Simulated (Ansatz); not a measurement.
**Sn in Ansatz: the effect of functional**

The system is Sn.

```
Sn
1.0
    -2.94014    2.94014    1.59930
     2.94014   -2.94014    1.59930
     2.94014    2.94014   -1.59930
Sn
2
Cartesian
  0.0000 0.0000 0.0000
  0.0000 2.9401 0.7997
```

Alike in all runs:

| Quantity | Value |
| --- | --- |
| Program | Ansatz 0.2.0 |
| Task | band structure |
| Potentials or basis | Ansatz PAW |
| k mesh | 5 × 5 × 5 |
| Occupations | fermi-dirac, width 0.05 eV |
| Spin | no spin polarisation |

```csv
functional,cutoff,pressure (GPa)
LDA,420 eV (not typed: the program's choice for these potentials),-2.4
PBE,420 eV (not typed: the program's choice for these potentials),1.8
PBEsol,420 eV (not typed: the program's choice for these potentials),-1.0
RPBE,420 eV (not typed: the program's choice for these potentials),3.3
revPBE,420 eV (not typed: the program's choice for these potentials),2.9
BLYP,420 eV (not typed: the program's choice for these potentials),?
r2SCAN,500 eV (not typed: the program's choice for these potentials),0.4
```

**Question.** What does the run with functional BLYP give?

**Answer.** Pressure 6.2 GPa.

Caveats: all runs use coarse meshes; the PAW data sets come from PBE, with cores solved anew for the run's functional, which leaves a small shift of forces and pressure (some runs).
